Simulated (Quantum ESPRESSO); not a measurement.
Crystal: PtSe2 (Sudovikovite).

```
Pt Se
1.0
     3.72400    0.00000    0.00000
    -1.86200    3.22508    0.00000
     0.00000    0.00000    5.06200
Pt Se
1 2
Direct
  0.00000 0.00000 0.00000
  0.66667 0.33333 0.75000
  0.33333 0.66667 0.25000
```

Base run:

```yaml
Program: Quantum ESPRESSO 7.5
Functional: PBE
Potentials_or_basis: SSSP 1.3 efficiency PBE
Cutoff: 748 eV
Density_cutoff: 5987 eV
k_mesh: 8 × 8 × 5
Occupations: fermi-dirac, width 0.05 eV
Spin: no spin polarisation
Hubbard_terms: Pt d U = 1 eV
```

Its results: band gap on the k mesh none (metal or under the smearing width); pressure 6.8 GPa; largest force 0.557 eV/Å.

The run is repeated on the same cell with these changes: hubbard terms from Pt d U = 1 eV to Pt d U = 3 eV. What comes out?

Band gap on the k mesh none (metal or under the smearing width); pressure 6.2 GPa; largest force 0.507 eV/Å.

Caveats: U without spin polarisation on a metal has little footing.

Not every run made on this cell is shown here.
